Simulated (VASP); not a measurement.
# GaN (Fm-3m) in VASP: a series of runs, part 2 of 2

VASP 6.6.1.

## Step 4: Dielectric tensor, PBE

The input, INCAR:

```
SYSTEM = GaN
PREC = Accurate
ENCUT = 650
EDIFF = 1E-8
ISMEAR = 0
SIGMA = 0.01
LREAL = .False.
LASPH = .True.
NELM = 100
ALGO = Normal
ISIF = 2
LWAVE = .False.
LCHARG = .False.
GGA = PE
LEPSILON = .True.
```

The input, KPOINTS:

```
regular mesh
0
Gamma
  8 8 8
  0 0 0
```

The input, POSCAR:

```
GaN
1.0
    0.0000000000      2.1352350000      2.1352350000
    2.1352350000      0.0000000000      2.1352350000
    2.1352350000      2.1352350000      0.0000000000
Ga N
1 1
Direct
    0.0000000000      0.0000000000      0.0000000000
    0.5000000000      0.5000000000      0.5000000000
```

Potentials or basis: VASP PAW PBE potentials, release 64 (Ga_d, N).

The run is started by

```
> cat potpaw_PBE.64/Ga_d/POTCAR potpaw_PBE.64/N/POTCAR > POTCAR
> mpirun -np 1 vasp_std > vasp.out
```

OUTCAR:

```text
SYSTEM = GaN
   PREC = Accurate
   ENCUT = 650
   EDIFF = 1E-8
   ISMEAR = 0
   LREAL = .False.
   LASPH = .True.
   NELM = 100
   ISIF = 2
   GGA = PE
   LEPSILON = .True.

 Found     29 irreducible k-points:

 Following reciprocal coordinates:
            Coordinates               Weight
  0.000000  0.000000  0.000000      1.000000
  0.125000  0.000000  0.000000      8.000000
  0.250000  0.000000  0.000000      8.000000
  0.375000  0.000000  0.000000      8.000000
  0.500000  0.000000  0.000000      4.000000
  0.125000  0.125000  0.000000      6.000000
[... 236 lines left out ...]
 -----------------------------------------------------------------------------
     0.00046  0.00000  0.00000
     0.00000  0.00046 -0.00000
     0.00000 -0.00000 -0.00089

 MACROSCOPIC STATIC DIELECTRIC TENSOR (including local field effects in DFT)
 ------------------------------------------------------
           8.883642    -0.000000     0.000000
          -0.000000     8.883642     0.000000
          -0.000000    -0.000000     8.883642
 ------------------------------------------------------

 PIEZOELECTRIC TENSOR (including local field effects)  for field in x, y, z        (e  Angst)
          XX          YY          ZZ          XY          YZ          ZX
  --------------------------------------------------------------------------------
  x     0.00000     0.00000     0.00000     0.00000     0.00000     0.00000
  y     0.00000     0.00000     0.00000     0.00000     0.00000     0.00000
  z     0.00000     0.00000     0.00000     0.00000     0.00000     0.00000

 PIEZOELECTRIC TENSOR (including local field effects)  for field in x, y, z        (C/m^2)
          XX          YY          ZZ          XY          YZ          ZX
  --------------------------------------------------------------------------------
  x     0.00000     0.00000     0.00000     0.00000     0.00000     0.00000
  y     0.00000     0.00000     0.00000     0.00000     0.00000     0.00000
  z     0.00000     0.00000     0.00000     0.00000     0.00000     0.00000

 BORN EFFECTIVE CHARGES (including local field effects) (in |e|, cummulative output)
 ---------------------------------------------------------------------------------
 ion    1
    1     3.64370    -0.00000     0.00000
    2     0.00000     3.64370     0.00000
    3     0.00000     0.00000     3.64370
 ion    2
    1    -3.64370     0.00000     0.00000
    2     0.00000    -3.64370    -0.00000
    3    -0.00000    -0.00000    -3.64370
```

OSZICAR:

```text
N       E                     dE             d eps       ncg     rms          rms(c)
DAV:   1     0.892760939456E+02    0.89276E+02   -0.10861E+04   826   0.296E+03
DAV:   2    -0.600749751312E+01   -0.95284E+02   -0.89541E+02   837   0.387E+02
DAV:   3    -0.128993052261E+02   -0.68918E+01   -0.68445E+01   889   0.935E+01
DAV:   4    -0.129995318324E+02   -0.10023E+00   -0.10017E+00   847   0.123E+01
[... 12 lines left out ...]
RMM:   8    -0.451081762357E+00   -0.78398E-04   -0.34201E-07  2888   0.600E-03    0.629E-04
RMM:   9    -0.451075407590E+00    0.63548E-05   -0.52298E-08  3011   0.214E-03    0.101E-04
RMM:  10    -0.451071200529E+00    0.42071E-05   -0.70846E-09  3012   0.638E-04    0.254E-05
RMM:  11    -0.451070942279E+00    0.25825E-06   -0.20011E-09  2501   0.221E-04    0.119E-05
RMM:  12    -0.451071140772E+00   -0.19849E-06   -0.96938E-11  1311   0.853E-05    0.155E-06
```

stdout:

```text
POSCAR found type information on POSCAR GaN
 POSCAR found :  2 types and       2 ions
 scaLAPACK will be used
 LDA part: xc-table for (Slater+PW92), standard interpolation
 POSCAR, INCAR and KPOINTS ok, starting setup
 FFT: planning ... GRIDC
 FFT: planning ... GRID_SOFT
 FFT: planning ... GRID
 WAVECAR not read
 entering main loop
 Linear response reoptimize wavefunctions to high precision
 Linear response G [H, r] |phi>, progress :
  Direction:   1
 Linear response G [H, r] |phi>, progress :
  Direction:   2
 Linear response G [H, r] |phi>, progress :
  Direction:   3
 Linear response to external field (no local field effect), progress :
  Direction:   1
 dielectric tensor                  component  1 :    10.727     5.104     0.720
 Linear response to external field (no local field effect), progress :
  Direction:   2
 dielectric tensor                  component  2 :     5.104    10.760    -0.401
 Linear response to external field (no local field effect), progress :
  Direction:   3
 dielectric tensor                  component  3 :     0.720    -0.401     5.719
 Linear response to external field, progress :
  Direction:   1
 dielectric tensor                  component  1 :     8.884     3.489     0.796
 Linear response to external field, progress :
  Direction:   2
 dielectric tensor                  component  2 :     3.466     8.884    -0.234
 Linear response to external field, progress :
  Direction:   3
 dielectric tensor                  component  3 :     0.694     2.454     8.884
 Born effective charges drift removed
```

Wall time 1.9 min (1 thread of Intel Xeon Platinum 8488C (Sapphire Rapids), shared host); peak memory 0.21 GiB.

These settings aren't checked as converged: the numbers below hold their error.

Results:

```yaml
Band_gap_on_the_k_mesh: 0.42 eV, indirect (least direct gap 2.37 eV)
Electronic_dielectric_tensor_diagonal: 8.88
Born_charges_mean_of_the_diagonal: Ga +3.64; N -3.64 e
```

Caveat: the gap is small at this level, which inflates the dielectric constant.

## Step 5: Dielectric tensor, PBE

INCAR, as its differences from that of step 4:

```diff
@@ -2,3 +2,3 @@
 PREC = Accurate
-ENCUT = 650
+ENCUT = 520
 EDIFF = 1E-8
```

The input, KPOINTS:

```
regular mesh
0
Gamma
  10 10 10
  0 0 0
```

POSCAR is that of step 4.

Potentials or basis: VASP PAW PBE potentials, release 64 (Ga_d, N).

The run is started by

```
> cat potpaw_PBE.64/Ga_d/POTCAR potpaw_PBE.64/N/POTCAR > POTCAR
> mpirun -np 1 vasp_std > vasp.out
```

OUTCAR:

```text
SYSTEM = GaN
   PREC = Accurate
   ENCUT = 520
   EDIFF = 1E-8
   ISMEAR = 0
   LREAL = .False.
   LASPH = .True.
   NELM = 100
   ISIF = 2
   GGA = PE
   LEPSILON = .True.

 Found     47 irreducible k-points:

 Following reciprocal coordinates:
            Coordinates               Weight
  0.000000  0.000000  0.000000      1.000000
  0.100000  0.000000  0.000000      8.000000
  0.200000  0.000000  0.000000      8.000000
  0.300000  0.000000  0.000000      8.000000
  0.400000  0.000000  0.000000      8.000000
  0.500000  0.000000  0.000000      4.000000
[... 235 lines left out ...]
 -----------------------------------------------------------------------------
     0.00024  0.00000 -0.00000
     0.00000  0.00024  0.00000
    -0.00000  0.00000 -0.00034

 MACROSCOPIC STATIC DIELECTRIC TENSOR (including local field effects in DFT)
 ------------------------------------------------------
           8.590497    -0.000000     0.000000
          -0.000000     8.590497     0.000000
          -0.000000     0.000000     8.590497
 ------------------------------------------------------

 PIEZOELECTRIC TENSOR (including local field effects)  for field in x, y, z        (e  Angst)
          XX          YY          ZZ          XY          YZ          ZX
  --------------------------------------------------------------------------------
  x     0.00000     0.00000     0.00000     0.00000     0.00000     0.00000
  y     0.00000     0.00000     0.00000     0.00000     0.00000     0.00000
  z     0.00000     0.00000     0.00000     0.00000     0.00000     0.00000

 PIEZOELECTRIC TENSOR (including local field effects)  for field in x, y, z        (C/m^2)
          XX          YY          ZZ          XY          YZ          ZX
  --------------------------------------------------------------------------------
  x     0.00000     0.00000     0.00000     0.00000     0.00000     0.00000
  y     0.00000     0.00000     0.00000     0.00000     0.00000     0.00000
  z     0.00000     0.00000     0.00000     0.00000     0.00000     0.00000

 BORN EFFECTIVE CHARGES (including local field effects) (in |e|, cummulative output)
 ---------------------------------------------------------------------------------
 ion    1
    1     3.62245    -0.00000     0.00000
    2     0.00000     3.62245     0.00000
    3     0.00000     0.00000     3.62245
 ion    2
    1    -3.62245     0.00000     0.00000
    2    -0.00000    -3.62245     0.00000
    3     0.00000     0.00000    -3.62245
```

OSZICAR:

```text
N       E                     dE             d eps       ncg     rms          rms(c)
DAV:   1     0.766046263594E+02    0.76605E+02   -0.98788E+03  1342   0.256E+03
DAV:   2    -0.731941458135E+01   -0.83924E+02   -0.78872E+02  1357   0.341E+02
DAV:   3    -0.129089226713E+02   -0.55895E+01   -0.54696E+01  1392   0.794E+01
DAV:   4    -0.129955618611E+02   -0.86639E-01   -0.86567E-01  1439   0.978E+00
[... 12 lines left out ...]
RMM:   8    -0.434614996310E+00   -0.64715E-04   -0.36069E-07  5032   0.574E-03    0.524E-04
RMM:   9    -0.434614104674E+00    0.89164E-06   -0.47398E-08  5309   0.201E-03    0.943E-05
RMM:  10    -0.434610700928E+00    0.34037E-05   -0.62951E-09  5169   0.602E-04    0.236E-05
RMM:  11    -0.434610536244E+00    0.16468E-06   -0.98193E-10  4180   0.206E-04    0.110E-05
RMM:  12    -0.434610764837E+00   -0.22859E-06   -0.17592E-10  2236   0.795E-05    0.159E-06
```

stdout:

```text
POSCAR found type information on POSCAR GaN
 POSCAR found :  2 types and       2 ions
 scaLAPACK will be used
 LDA part: xc-table for (Slater+PW92), standard interpolation
 POSCAR, INCAR and KPOINTS ok, starting setup
 FFT: planning ... GRIDC
 FFT: planning ... GRID_SOFT
 FFT: planning ... GRID
 WAVECAR not read
 entering main loop
 Linear response reoptimize wavefunctions to high precision
 Linear response G [H, r] |phi>, progress :
  Direction:   1
 Linear response G [H, r] |phi>, progress :
  Direction:   2
 Linear response G [H, r] |phi>, progress :
  Direction:   3
 Linear response to external field (no local field effect), progress :
  Direction:   1
 dielectric tensor                  component  1 :    10.376     4.896     0.728
 Linear response to external field (no local field effect), progress :
  Direction:   2
 dielectric tensor                  component  2 :     4.896    10.401    -0.368
 Linear response to external field (no local field effect), progress :
  Direction:   3
 dielectric tensor                  component  3 :     0.728    -0.368     5.540
 Linear response to external field, progress :
  Direction:   1
 dielectric tensor                  component  1 :     8.590     3.193     0.856
 Linear response to external field, progress :
  Direction:   2
 dielectric tensor                  component  2 :     3.089     8.590     0.059
 Linear response to external field, progress :
  Direction:   3
 dielectric tensor                  component  3 :     0.689     2.378     8.590
 Born effective charges drift removed
```

Run time: 82 s. Hardware: 1 thread of Intel Xeon Platinum 8488C (Sapphire Rapids), shared host; peak memory 0.2 GiB.

The run converged, but some of its settings lie outside the range that counts as converged, so its numbers aren't taken as properties of the crystal.

What came out:

- Band gap on the k mesh: 0.43 eV, indirect (least direct gap 2.37 eV)
- Electronic dielectric tensor (diagonal): 8.59
- Born charges (mean of the diagonal): Ga +3.62; N -3.62 e

Caveat: the gap is small at this level, which inflates the dielectric constant.

## Step 6: For comparison

An earlier run on the cell as given: functional PBE; potentials or basis VASP PAW PBE potentials, release 64 (Ga_d, N); cutoff 520 eV; k mesh 11 × 11 × 11; occupations fermi-dirac, width 0.05 eV; no spin polarisation.

- Pressure: 0.4 GPa
- Band gap on the k mesh: 0.54 eV, indirect (least direct gap 2.37 eV)
